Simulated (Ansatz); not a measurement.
## CoSi: single point with r2SCAN+U

Crystal: CoSi.

```xyz
8
Lattice="4.4380 0.0000 0.0000 0.0000 4.4380 0.0000 0.0000 0.0000 4.4380" Properties=species:S:1:pos:R:3 pbc="T T T"
Co    3.8167    2.8403    1.5977
Co    2.8403    1.5977    3.8167
Co    1.5977    3.8167    2.8403
Co    0.6213    0.6213    0.6213
Si    0.6968    1.5222    2.9158
Si    1.5222    2.9158    0.6968
Si    2.9158    0.6968    1.5222
Si    3.7412    3.7412    3.7412
```

```yaml
Program: Ansatz 0.2.0
Task: single point
Functional: r2SCAN
Potentials_or_basis: Ansatz PAW
Cutoff: "500 eV (not typed: the program's choice for these potentials)"
k_mesh: 5 × 5 × 5
Occupations: fermi-dirac, width 0.05 eV
Spin: collinear spin, ferromagnetic start
Starting_moments: "[2.0, 2.0, 2.0, 2.0, 0.0, 0.0, 0.0, 0.0] μB"
Hubbard_terms: Co d U = 3 eV
```

```json
{"Pressure": "2.5 GPa", "Largest force": "0.203 eV/Å", "Band gap on the k mesh": "none (metal or under the smearing width)", "Net moment": "4.00 μB per cell", "Absolute moment": "5.37 μB per cell", "Site moments": "Co +1.15; Si -0.04 μB"}
```

Forces in eV/Å, atoms in the order of the input:
```
Co  -0.011  0.011 -0.011
Co   0.011 -0.011 -0.011
Co  -0.011 -0.011  0.011
Co   0.011  0.011  0.011
Si  -0.117  0.117 -0.117
Si   0.117 -0.117 -0.117
Si  -0.117 -0.117  0.117
Si   0.117  0.117  0.117
```

Levels at points of the mesh, in eV from the Fermi level:
Spin up:
| k point | band 42 | band 43 | band 44 | band 45 | band 46 | band 47 |
| --- | --- | --- | --- | --- | --- | --- |
| (0.00, 0.00, 0.00) | -2.44 | -2.44 | 1.28 | 1.28 | 1.28 | 1.48 |
Spin down:
| k point | band 38 | band 39 | band 40 | band 41 | band 42 | band 43 |
| --- | --- | --- | --- | --- | --- | --- |
| (0.00, 0.00, 0.00) | -1.88 | -1.88 | -1.88 | 0.54 | 0.54 | 0.54 |

Eigenvalues of the final occupation matrices:
| site | spin | trace | eigenvalues |
| --- | --- | --- | --- |
| site 1 | 1 | 4.57 | 0.88 0.90 0.90 0.95 0.95 |
| site 1 | 2 | 3.44 | 0.43 0.43 0.85 0.85 0.87 |
| site 2 | 1 | 4.57 | 0.88 0.90 0.90 0.95 0.95 |
| site 2 | 2 | 3.44 | 0.43 0.43 0.85 0.85 0.87 |
| site 3 | 1 | 4.57 | 0.88 0.90 0.90 0.95 0.95 |
| site 3 | 2 | 3.44 | 0.43 0.43 0.85 0.85 0.87 |
| site 4 | 1 | 4.57 | 0.88 0.90 0.90 0.95 0.95 |
| site 4 | 2 | 3.44 | 0.43 0.43 0.85 0.85 0.87 |

Run time: 4.2 min on 4 threads of Arm Neoverse V1 (shared host), peak memory 1.7 GiB.

Caveat: the magnetic or orbital state may not be the lowest; the PAW data sets come from PBE, with cores solved anew for the run's functional, which leaves a small shift of forces and pressure; the U is typed as a test and isn't derived for this compound. The state reached can hang on the start; a lower one may exist.
